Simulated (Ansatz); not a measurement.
# Fluorine, solid alpha-F2 under r²SCAN: structure, energy and stiffness

What does r²SCAN give for fluorine in the solid alpha-F2 structure? We relax it, solve it on a dense k-mesh, then scale the cell to 7 volumes from 88 to 112 % of the relaxed one and try a fit of the equation of state. Spin polarisation is left out. The k-meshes are 6×6×3 for the relaxation; 10×10×5 for the dense run; 10×10×4 for the volumes. The starting cell is the measured one, from the Crystallography Open Database.

Method: DFT r2SCAN, plane waves (500 eV) with PAW, scalar-relativistic; PBE-made PAW files, in Ansatz 0.2.0.

**1. Starting point**

It takes space group C2/c (No. 15, monoclinic). Conventional cell: a = 5.500 Å, b = 3.280 Å, c = 7.280 Å, α = 90.00°, β = 102.17°, γ = 90.00°. F (site symmetry 1) has 1 F at 1.49 Å as nearest neighbours.

As a file:

```cif
data_structure
_symmetry_space_group_name_H-M 'P 1'
_symmetry_Int_Tables_number 1
_cell_length_a 3.2019
_cell_length_b 3.2019
_cell_length_c 7.2800
_cell_angle_alpha 100.432
_cell_angle_beta 100.432
_cell_angle_gamma 61.621
_cell_volume 64.19
loop_
_atom_site_label
_atom_site_type_symbol
_atom_site_fract_x
_atom_site_fract_y
_atom_site_fract_z
_atom_site_occupancy
F1 F 0.96800 0.60200 0.09970 1
F2 F 0.39800 0.03200 0.40030 1
F3 F 0.03200 0.39800 0.90030 1
F4 F 0.60200 0.96800 0.59970 1
```

**2. Relaxation of the cell**

File input.yaml:

```yaml
crystal:
  lattice:
    - [2.75, -1.64, 0.0]
    - [2.75, 1.64, 0.0]
    - [-1.53472, 0.0, 7.11639]
  atoms:
    - { symbol: F, position: [0.968, 0.602, 0.0997] }
    - { symbol: F, position: [0.398, 0.032, 0.4003] }
    - { symbol: F, position: [0.032, 0.398, 0.9003] }
    - { symbol: F, position: [0.602, 0.968, 0.5997] }
hamiltonian:
  xc: r2scan
  pseudopotentials:
    kind: paw
    azcp:
      F: "pseudopotentials/F.paw.azcp"
basis:
  ecutwfc: 500
  fft_grid_basis: typed
kpoints:
  mp_grid: { grid: [6, 6, 3], shift: [0, 0, 0] }
magnetization:
  spin_polarized: false
scf:
  occupations: { method: fermi_dirac, width: 0.05 }
relax:
  max_steps: 60
  f_tol: 0.01
  cell: {}
output:
  write_density: true
  write_potential: true
  elf: true
  volumetric_format: npy
```

The run is started by

```sh
> ansatz run input.yaml --threads 1 --pin off --max-ram 3584MiB --backend cpu --events-out ev --progress --plain --runs-dir out
```

The runs that follow: The energy on a finer k-mesh; At 88 % of the relaxed volume; At 92 % of the relaxed volume; At 96 % of the relaxed volume; At 100 % of the relaxed volume; At 104 % of the relaxed volume; At 108 % of the relaxed volume; At 112 % of the relaxed volume.

Before running it: what results should come out? Wanted: space group; conventional cell; volume; shortest distance; gap on the mesh; relative to F2 molecule; V₀, B₀, B₀′.

The runs gave:

```
                      quantity                                              value
space group (spins left aside)                                      C2/c (No. 15)
             conventional cell  a = 5.117 Å, b = 3.359 Å, c = 6.635 Å, β = 90.15°
                        volume                                     14.253 Å³/atom
             shortest distance                                            1.400 Å
   against the measured volume                           -11.2 % (16.047 Å³/atom)
               gap on the mesh                                            3.94 eV
       relative to F2 molecule                                       -48 meV/atom
                   V₀, B₀, B₀′                        14.255 Å³/atom, 53 GPa, 4.3
```

**Reading.** The volume comes out 11.2 % smaller than measured. It lies 48 meV/atom below the element's reference form at the same level (F2 molecule, from a run of its own), so this level prefers it, against what is seen in nature. The mesh shows a gap of 3.94 eV. Band edges may lie between mesh points, so the true gap at this level can be smaller. B₀ comes out at 53 GPa; even scaling stretches the bonds with the cell, so it lies well above the modulus that a cell free to change shape would show. The symmetry was held, so the structure may be unstable against distortions that break it.

These are semilocal Kohn-Sham gaps, which aren't the measured quantity. Such gaps usually fall short of the measured ones.
